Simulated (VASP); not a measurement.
Wanted: the native input for a VASP 6.6.1 run.

- Task: relaxation of the atoms
- Functional: LDA
- Potentials or basis: VASP PAW LDA potentials, release 64 (W_sv)
- Cutoff: 600 eV
- k mesh: 16 × 16 × 16
- Occupations: methfessel-paxton, width 0.1 eV
- Spin: no spin polarisation
- Further INCAR settings: ALGO = Fast; EDIFF = 1e-07; IBRION = 2; EDIFFG = -0.01; NSW = 40

The structure of W lies in POSCAR:

```
W                                       
1.0
   -1.5598978789      1.5598978789      1.5598978789
    1.5598978789     -1.5598978789      1.5598978789
    1.5598978789      1.5598978789     -1.5598978789
  W             
     1
Direct
     0.0000000000000000    0.0000000000000000    0.0000000000000000
```

The cell isn't the ideal one: a relaxed cell with its volume scaled by 0.98.

The input as run:

INCAR

```
PREC = Accurate ; ENCUT = 600
EDIFF = 1E-7 ; ISMEAR = 1
SIGMA = 0.1 ; LREAL = False
LASPH = True ; NELM = 80
ALGO = Fast ; ISIF = 2
LWAVE = False ; LCHARG = False
GGA = CA ; IBRION = 2
NSW = 40 ; EDIFFG = -0.01
```

KPOINTS

```
regular mesh
0
Gamma
  16 16 16
```

Potentials or basis: VASP PAW LDA potentials, release 64 (W_sv).

The run is started by

```console
$ cat potpaw_LDA.64/W_sv/POTCAR > POTCAR
$ mpirun -np 1 vasp_std > vasp.out
```

Results of the run:

```
Pressure after relaxing : 7.2 GPa
Band gap on the k mesh  : none (metal or under the smearing width)
```

Caveat: the relaxation stopped at its first step, so nothing moved.

It took 21 s on 1 thread of AMD EPYC 9R14 (Zen 4) (shared host), peak memory 0.12 GiB.
